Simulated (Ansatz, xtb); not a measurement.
Two isomers of C6H7N

Structure a: `N#CC1=CCCC1`, a singlet. Structure b: `Nc1ccccc1`, a singlet. Both are isolated molecules in the gas phase, relaxed with PBE-D3(BJ)/def2-SVP; the shapes shown needn't be the lowest conformers.

a (Å):

```xyz
14

C    -1.2049    1.5743   -0.0503
C    -0.8962    0.4514    0.7715
C    -1.7443   -0.5674    1.0703
C    -1.1075   -1.5522    2.0124
C     0.3947   -1.1806    1.9585
C     0.4397    0.2910    1.4843
N    -1.4267    2.5107   -0.7255
H    -2.7802   -0.6390    0.7080
H    -1.5369   -1.4212    3.0340
H    -1.3081   -2.6085    1.7354
H     0.9157   -1.3382    2.9225
H     0.8986   -1.8206    1.2054
H     1.3037    0.5152    0.8269
H     0.4937    1.0092    2.3331
```

b (Å):

```
atom    x (Å)    y (Å)    z (Å)
   C  -1.4137  -0.3347   1.0845
   C  -0.3936  -0.8695   0.2597
   C   0.9449  -0.8392   0.6692
   C   1.3081  -0.2802   1.9056
   C   0.3015   0.2501   2.7295
   C  -1.0403   0.2257   2.3310
   N  -2.7356  -0.3131   0.6604
   H  -2.9912  -0.9860  -0.0627
   H  -3.4442  -0.2190   1.3883
   H  -0.6629  -1.3090  -0.7142
   H   1.7170  -1.2635   0.0086
   H   2.3606  -0.2598   2.2235
   H   0.5630   0.6905   3.7043
   H  -1.8186   0.6479   2.9868
```

Task: Which of the two would you expect CCSD(T)/def2-SVP + ΔMP2/def2-TZVPP electronic energies to favour?

Result: Structure b; the calculation gives E(b) − E(a) = −68.5 kJ/mol.

The same difference at several levels:

```json
{"level": "GFN2-xTB", "geometry": "GFN2-xTB", "E(b) − E(a) (kJ/mol)": "−87.5", "departure from the last row (kJ/mol)": "−19.0", "job, with rough time for the two": "optimisation, 0.12 s"}
{"level": "HF/STO-3G", "geometry": "GFN2-xTB", "E(b) − E(a) (kJ/mol)": "+43.0", "departure from the last row (kJ/mol)": "+111.5", "job, with rough time for the two": "single point, 0.32 s"}
{"level": "r2SCAN-D4/def2-SVP", "geometry": "GFN2-xTB", "E(b) − E(a) (kJ/mol)": "−114.9", "departure from the last row (kJ/mol)": "−46.4", "job, with rough time for the two": "single point, 3.1 s"}
{"level": "PBE-D3(BJ)/def2-SVP", "geometry": "PBE-D3(BJ)/def2-SVP", "E(b) − E(a) (kJ/mol)": "−108.4", "departure from the last row (kJ/mol)": "−39.9", "job, with rough time for the two": "optimisation, 16 s"}
{"level": "HF/def2-SVP", "geometry": "PBE-D3(BJ)/def2-SVP", "E(b) − E(a) (kJ/mol)": "−76.8", "departure from the last row (kJ/mol)": "−8.3", "job, with rough time for the two": "part of the CCSD(T) run"}
{"level": "MP2/def2-SVP", "geometry": "PBE-D3(BJ)/def2-SVP", "E(b) − E(a) (kJ/mol)": "−59.7", "departure from the last row (kJ/mol)": "+8.9", "job, with rough time for the two": "part of the CCSD(T) run"}
{"level": "CCSD(T)/def2-SVP", "geometry": "PBE-D3(BJ)/def2-SVP", "E(b) − E(a) (kJ/mol)": "−51.2", "departure from the last row (kJ/mol)": "+17.3", "job, with rough time for the two": "single point"}
{"level": "CCSD(T)/def2-SVP + ΔMP2/def2-TZVPP", "geometry": "PBE-D3(BJ)/def2-SVP", "E(b) − E(a) (kJ/mol)": "−68.5", "departure from the last row (kJ/mol)": "", "job, with rough time for the two": "single point, 52 s"}
```

As drawn, b has 1 C–N, 6 C∷C, 2 N–H in place of 1 C≡N, 5 C–C, 1 C=C, 2 C–H (∷ is an aromatic bond). Structure a has a 5-membered ring, b a 6-membered ring (with an aromatic ring).

HF/STO-3G puts the two in the other order. The largest departure from CCSD(T)/def2-SVP + ΔMP2/def2-TZVPP is that of HF/STO-3G, 111.5 kJ/mol. The last row adds to CCSD(T) the change of the MP2 difference between the two basis sets, here −17.3 kJ/mol, a large step that makes the value less sure.

With thermal terms from frequencies at re-optimised GFN2-xTB minima (ideal gas, soft modes damped towards free rotors, one conformer each, 298.15 K, 1 atm): the zero-point term adds −0.1 kJ/mol; ΔH is −70.0 and ΔG −65.1 kJ/mol.

The correlated steps freeze 7 core orbitals. Run with Ansatz 0.2.0, xtb 6.7.1; the last row on 4 threads of Arm Neoverse V1 on a shared host.
